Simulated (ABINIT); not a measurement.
A run of ABINIT 10.8.3 (patched build):

run.abi

```
ndtset 7
getwfk -1
scalecart1 3*0.9795861087
scalecart2 3*0.9864848297
scalecart3 3*0.9932883884
scalecart4 3*1.0000000000
scalecart5 3*1.0066227096
scalecart6 3*1.0131594038
scalecart7 3*1.0196128224

pp_dirpath "./"
pseudos "Hf.upf, N.upf"

acell 3*1.0
rprim
     0.0000000000     4.2632221372     4.2632221372
     4.2632221372     0.0000000000     4.2632221372
     4.2632221372     4.2632221372     0.0000000000
ntypat 2
znucl 72 7
natom 2
typat 1 2
xred
     0.0000000000     0.0000000000     0.0000000000
     0.5000000000     0.5000000000     0.5000000000

ecut 1142.878222 eV

kptopt 1
ngkpt 10 10 10
nshiftk 1
shiftk 0.0 0.0 0.0

ixc -116133

nband 13
occopt 3
tsmear 0.05 eV

nstep 100
tolvrs 1.0e-10

iomode 3
prtwf 1
prtden 0
prteig 0
prtebands 0
enunit 2
```

Potentials or basis: PseudoDojo NC SR PBEsol v0.4.1 standard.

Launch:

```console
$ abinit run.abi > log 2>&1
```

Hardware: 1 thread of Arm Neoverse V2 (shared host).

Estimate the wall time of this run.

Run time: 3 min on 1 thread of Arm Neoverse V2 (shared host), peak memory 0.12 GiB. Counts: scf iterations 55, mpi ranks 1, k points 47, bands 13, plane waves 1916.
